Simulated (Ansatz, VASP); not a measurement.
## Two plane-wave programs on SrO

POSCAR

```
SrO
1.0
    0.0000000000      2.7197229020      2.5798927168
    2.5798927168      0.0000000000      2.5798927168
    2.5798927168      2.7197229020      0.0000000000
Sr O
1 1
Direct
    0.5000000000      0.5000000000      0.5000000000
    0.0000000000      0.0000000000      0.0000000000
```

File INCAR.step1:

```
PREC     = Accurate       # precision mode
ENCUT    = 520            # plane-wave cutoff, eV
ISMEAR   = 0              # smearing method
SIGMA    = 0.01           # smearing width, eV
LREAL    = False          # projectors in reciprocal space
LASPH    = True           # aspherical terms in the spheres
NELM     = 100            # most SCF steps
NBANDS   = 15             # bands
GGA      = PE             # functional
ALGO     = Normal         # electronic algorithm
EDIFF    = 1E-4           # SCF threshold, eV
LWAVE    = True           # write WAVECAR
LCHARG   = False          # write CHGCAR
```

File INCAR.step2:

```
PREC     = Accurate       # precision mode
ENCUT    = 520            # plane-wave cutoff, eV
EDIFF    = 1E-7           # SCF threshold, eV
ISMEAR   = 0              # smearing method
SIGMA    = 0.01           # smearing width, eV
LREAL    = False          # projectors in reciprocal space
LASPH    = True           # aspherical terms in the spheres
NELM     = 100            # most SCF steps
ALGO     = Normal         # electronic algorithm
ISIF     = 2              # what is computed and relaxed
LWAVE    = False          # write WAVECAR
LCHARG   = False          # write CHGCAR
METAGGA  = R2SCAN         # meta-GGA
LMIXTAU  = True         
NBANDS   = 15             # bands
ISTART   = 1
```

KPOINTS

```
regular mesh
0
Gamma
  8 8 8
```

Input for Ansatz:

```yaml
crystal:
  lattice:
    - [0.0, 2.719722902, 2.5798927168]
    - [2.5798927168, 0.0, 2.5798927168]
    - [2.5798927168, 2.719722902, 0.0]
  atoms:
    - { symbol: Sr, position: [0.5, 0.5, 0.5] }
    - { symbol: O, position: [0.0, 0.0, 0.0] }
kpoints:
  mp_grid: { grid: [8, 8, 8] }
  band_path:
    path:
      - [0.0, 0.0, 0.0]
      - [0.5, 0.0, 0.5]
      - [0.625, 0.25, 0.625]
      - [0.375, 0.375, 0.75]
      - [0.5, 0.5, 0.5]
      - [0.5, 0.25, 0.75]
      - [0.0, 0.5, 0.5]
    npoints: 1
hamiltonian:
  xc: r2scan
scf:
  occupations: { method: fixed }
  n_extra_bands: 4
output:
  forces: true
  stress: true
  eigenvalues: true
```

Change from the starting cell: uniaxial_y strain +5.4%.

Alike in both runs: task single point; functional r2SCAN; k mesh 8 × 8 × 8; no spin polarisation.

```csv
,VASP,Ansatz
version,VASP 6.6.1,Ansatz 0.2.0
potentials or method,"VASP PAW PBE potentials, release 64 (Sr_sv, O)","plane waves, PAW"
plane-wave cutoff (eV),520,500
occupations,"gaussian, width 0.01 eV",fixed
valence electrons in the cell,16,16
```

```csv
,VASP,Ansatz,Ansatz less VASP
gap on the k mesh at the Fermi level (eV),3.67,3.72,+0.048
pressure (GPa),-3.5,-3.9,-0.43
largest component of the traceless stress (GPa),3.32,3.15,-0.173
```

Caveats: the PAW data sets were made with another functional, which shifts forces and pressure a little (VASP). A k mesh can miss the band edges.
